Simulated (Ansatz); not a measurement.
Crystals in the rock-salt structure, computed with LDA in Ansatz (plane-wave DFT, scalar-relativistic, harmonic phonons, no LO–TO term at Γ; fixed occupations; no spin; PAW, where unfrozen means all-electron datasets; each on its own modest k mesh, which can be coarse for ε∞).

One of them, on the k mesh 6×6×6 in its relaxed cell of 7.5 Å³ an atom, gives top Γ mode (cm⁻¹) 341; lowest mode at X = [0.5, 0, 0.5] (cm⁻¹) 252; top mode at X = [0.5, 0, 0.5] (cm⁻¹) 482; mean ε∞ 2.12; mean Born charge of the cation or first site (e) 1.04 (phonons by linear response).

Caveats: coarse k mesh.

**Question.** Which crystal is it?
A. LiF
B. SrO
C. MgO
D. CaO

**Answer.** A. It is LiF. The others give, for the top Γ mode in cm⁻¹: MgO 408 on 6×6×6, CaO 290 on 6×6×6, SrO 216 on 6×6×6.
